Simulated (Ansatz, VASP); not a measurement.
Two plane-wave programs on CuAu

INCAR

```
PREC     = Accurate       # precision mode
ENCUT    = 520            # plane-wave cutoff, eV
EDIFF    = 1E-6           # SCF threshold, eV
ISMEAR   = 0              # smearing method
SIGMA    = 0.1            # smearing width, eV
LREAL    = F              # projectors in reciprocal space
LASPH    = T              # aspherical terms in the spheres
NELM     = 80             # most SCF steps
ALGO     = Fast           # electronic algorithm
ISIF     = 2              # what is computed and relaxed
LWAVE    = F              # write WAVECAR
LCHARG   = F              # write CHGCAR
GGA      = PS             # functional
NBANDS   = 18             # bands
```

KPOINTS

```
Automatic mesh
0
Gamma
  12 12 10
```

Contents of POSCAR:

```
CuAu
1.0
    2.8199208674      0.0000000000      0.0000000000
    0.0000000000      2.8199208674      0.0000000000
    0.0000000000      0.0000000000      3.5739976122
Cu Au
1 1
Direct
    0.5000000000      0.5000000000      0.5000000000
    0.0000000000      0.0000000000      0.0000000000
```

Input for Ansatz:

```yaml
crystal:
  lattice:
    - [2.8199208674, 0.0, 0.0]
    - [0.0, 2.8199208674, 0.0]
    - [0.0, 0.0, 3.5739976122]
  atoms:
    - { symbol: Cu, position: [0.5, 0.5, 0.5] }
    - { symbol: Au, position: [0.0, 0.0, 0.0] }
basis:
  ecutwfc: 420
kpoints:
  mp_grid: { grid: [12, 12, 10] }
hamiltonian:
  xc: pbesol
scf:
  occupations: { method: gaussian, width: 0.1 }
output:
  forces: true
  stress: true
  eigenvalues: true
```

Alike in both runs: task single point; functional PBEsol; k mesh 12 × 12 × 10; occupations gaussian, width 0.1 eV; no spin polarisation.

|  | VASP | Ansatz |
| --- | --- | --- |
| version | VASP 6.6.1 | Ansatz 0.2.0 |
| potentials or method | VASP PAW PBE potentials, release 64 (Cu, Au) | scalar-relativistic, plane waves, PAW |
| plane-wave cutoff (eV) | 520 | 420 |
| valence electrons in the cell | 22 | 38 |

Ansatz gave:

```
gap on the k mesh at the Fermi level (eV)       : none
pressure (GPa)                                  : 0.0
largest component of the traceless stress (GPa) : 0.53
```

**Question.** Which values does VASP return?

**Answer.** gap on the k mesh at the Fermi level (eV): none; pressure (GPa): 0.2; largest component of the traceless stress (GPa): 0.51.

A gap of «none» marks a metal or a gap that the smearing closes. The functional is the same, so the differences come from potentials, cutoffs and numerics. The two sets of potentials don't hold the same shells in valence.

Caveats: the PAW data sets were made with another functional, which shifts forces and pressure a little (VASP). The runs have no spin-orbit coupling, so splittings on Au are missing.
